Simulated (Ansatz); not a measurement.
Here is the system:

```xyz
5
Lattice="4.1216 0.0000 0.0000 0.0000 4.1216 0.0000 0.0000 0.0000 4.2647" Properties=species:S:1:pos:R:3 pbc="T T T"
Ba     0.0000     0.0000     0.0000
Sn     2.0608     2.0608     2.1323
O      0.0000     2.0608     2.1323
O      2.0608     2.0608     0.0000
O      2.0608     0.0000     2.1323
```

No spin polarisation.

Method: DFT with PBEsol, PAW potentials and a 420 eV plane-wave cutoff in Ansatz (an electronic-structure program), without spin-orbit coupling, earlier PAW set. Γ-centred 8×8×8 mesh, Fermi–Dirac width 0.05 eV.

Q: Predict the stress and gap character.

A: 
- Stress (xx, yy, zz, yz, xz, xy; compression positive) = (-2.64, -2.64, -8.23, 0.00, 0.00, 0.00) GPa
- Gap character = indirect, A → Γ

The cells carry an imposed strain or load. Whether these cells are dynamically stable was not tested. The cell was made from BaSnO3 in the cubic perovskite structure (space group Pm-3m, No. 221) by this change: uniaxial strain ε_zz = +3.47 %.
